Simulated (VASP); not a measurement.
A run of VASP 6.6.1 is set up as follows.

INCAR

```
SYSTEM = Ag
  PREC = Accurate
  ENCUT = 250
  EDIFF = 1E-7
  ISMEAR = 0
  SIGMA = 0.1
  LREAL = .False.
  LASPH = .True.
  NELM = 100
  ALGO = Fast
  ISIF = 2
  LWAVE = .False.
  LCHARG = .False.
  GGA = PE
  NBANDS = 12
```

Contents of KPOINTS:

```
regular mesh
0
Gamma
  12 12 12
  0 0 0
```

POSCAR

```
Ag
1.0
    0.0000000000      2.0427500000      2.0427500000
    2.0427500000      0.0000000000      2.0427500000
    2.0427500000      2.0427500000      0.0000000000
Ag
1
Direct
    0.0000000000      0.0000000000      0.0000000000
```

Potentials or basis: VASP PAW PBE potentials, release 64 (Ag).

Launch:

```bash
$ cat potpaw_PBE.64/Ag/POTCAR > POTCAR
$ mpirun -np 1 vasp_std > vasp.out
```

**Question.** Predict the band gap on the k mesh.

**Answer.** None (metal or under the smearing width).
